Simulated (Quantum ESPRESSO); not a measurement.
The system is CuO.

```
CELL_PARAMETERS angstrom
2.55255 0.00000 0.00000
0.00000 2.55255 0.00000
0.00000 0.00000 2.55255
ATOMIC_POSITIONS crystal
Cu 0.00000 0.00000 0.00000
O 0.50000 0.50000 0.50000
```

Measurements of this composition are mostly on another form, of space group No. 15.

* Program: Quantum ESPRESSO 7.5
* Task: phonons
* Functional: PBE
* Dispersion: D2
* Potentials or basis: SSSP 1.3 efficiency PBE
* Cutoff: 748 eV
* Density cutoff: 5987 eV
* k mesh: 10 × 10 × 10
* Occupations: cold, width 0.2 eV
* Spin: no spin polarisation
* Mixing beta: 0.5
* Most SCF iterations: 120
* SCF threshold: 4e-10 Ry

The cell and the atoms were relaxed first, to 8.83 Å³/atom (a = 2.604 Å, b = 2.604 Å, c = 2.604 Å, α = 90.00°, β = 90.00°, γ = 90.00°), and the response was taken there.

Question: Which optical modes does the crystal have at the zone centre, and which show in infrared and Raman spectra?

Answer: The optical modes are T1u. Infrared active: T1u. None is Raman active.

Optical modes at Γ, degenerate ones joined:
```csv
cm⁻¹,components,symmetry,active in
162,3,T1u,IR
```

Caveat: the mesh is thin for the phonons of a metal; an odd number of electrons without spin polarisation forces a metal; a magnetic or distorted state may lie lower; the run has no spin polarisation, though such a crystal can be magnetic; pairwise dispersion overbinds metals, which lowers pressure and volume.
